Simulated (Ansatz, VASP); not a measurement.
# In in VASP and in Ansatz

```
In
1.0
     3.20207    0.00000    0.00000
    -1.60103    2.77307    0.00000
     0.00000    0.00000    5.50914
In
2
Direct
  0.66667 0.33333 0.75000
  0.33333 0.66667 0.25000
```

Change from the starting cell: strain_xy = -0.04.

Alike in both runs: task single point; functional PBEsol; k mesh 9 × 9 × 5; occupations fermi-dirac, width 0.05 eV; no spin polarisation.

```csv
,VASP,Ansatz
version,VASP 6.6.1,Ansatz 0.2.0
potentials or method,"VASP PAW PBE potentials, release 64 (In_d), cutoff 520 eV","all-electron LAPW, scalar-relativistic"
```

|  | VASP | Ansatz | Ansatz less VASP |
| --- | --- | --- | --- |
| gap on the k mesh at the Fermi level (eV) | none | none | - |
| pressure (GPa) | 2.4 | 2.4 | +0.03 |
| largest component of the traceless stress (GPa) | 0.96 | 0.96 | 0.000 |

A gap of «none» marks a metal or a gap that the smearing closes. Ansatz ran all-electron here, so the differences hold the error of VASP's frozen core and of both bases.

Caveats: the PAW data sets were made with another functional, which shifts forces and pressure a little (VASP).
